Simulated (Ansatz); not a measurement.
# Se: the cost of one run

Code: Ansatz 0.2.0. PAW datasets, plane waves. The values are computed, spin-unpolarised, and not measurements.

### 1 The structure to begin with

The unstrained cell was relaxed with r2SCAN+rVV10; in each strained cell the atoms were relaxed again with r2SCAN+rVV10. Names of k-points are those of the unstrained zone, where strain can split equivalent points. First state: no strain.

Space group R-3 (No. 148), trigonal; a = 11.249 Å, c = 4.466 Å in the conventional setting, 27.19 Å³ an atom. Around Se lie 2 Se at 2.37 Å.

Coordinates:

```cif
data_structure
_symmetry_space_group_name_H-M 'P 1'
_symmetry_Int_Tables_number 1
_cell_length_a 6.6633
_cell_length_b 6.6633
_cell_length_c 6.6633
_cell_angle_alpha 115.160
_cell_angle_beta 115.160
_cell_angle_gamma 115.160
_cell_volume 163.14
loop_
_atom_site_label
_atom_site_type_symbol
_atom_site_fract_x
_atom_site_fract_y
_atom_site_fract_z
_atom_site_occupancy
Se1 Se 0.83930 0.71504 0.08414 1
Se2 Se 0.71504 0.08414 0.83930 1
Se3 Se 0.08414 0.83930 0.71504 1
Se4 Se 0.16070 0.28496 0.91586 1
Se5 Se 0.28496 0.91586 0.16070 1
Se6 Se 0.91586 0.16070 0.28496 1
```

### 2 No strain: PBE

input.yaml reads:

```yaml
crystal:
  lattice:
    - [5.6247499422, 3.2474508932, 1.4885349391]
    - [-5.6247499422, 3.2474508932, 1.4885349391]
    - [0.0, -6.4949017865, 1.4885349391]
  atoms:
    - { symbol: Se, position: [0.8392979907, 0.7150361889, 0.0841377999] }
    - { symbol: Se, position: [0.7150361889, 0.0841377999, 0.8392979907] }
    - { symbol: Se, position: [0.0841377999, 0.8392979907, 0.7150361889] }
    - { symbol: Se, position: [0.1607020093, 0.2849638111, 0.9158622001] }
    - { symbol: Se, position: [0.2849638111, 0.9158622001, 0.1607020093] }
    - { symbol: Se, position: [0.9158622001, 0.1607020093, 0.2849638111] }
kpoints:
  mp_grid: { grid: [6, 6, 6] }
  band_path:
    path:
      - [0.0, 0.0, 0.0]
      - [0.5, 0.0, 0.0]
      - [0.5, -0.5, 0.5]
      - [0.2016838839, -0.7983161161, 0.2016838839]
      - [0.5, -0.5, 0.0]
      - [0.1666666667, 0.1666666667, -0.1666666667]
      - [0.151042, 0.21875, -0.231771]
    npoints: 1
hamiltonian:
  xc: pbe
scf:
  occupations: { method: fermi_dirac, width: 0.02 }
  n_extra_bands: 5
output:
  forces: true
  stress: true
  eigenvalues: true
```

On the command line:

```sh
$ ansatz run input.yaml --threads 4 --pin off --max-ram 4608MiB --backend cpu --events-out ev --progress --plain --runs-dir out
```

What time and memory should one allow on 4 threads of Arm Neoverse V1, shared host?

About 7.9 s, with a peak of 0.65 GiB.
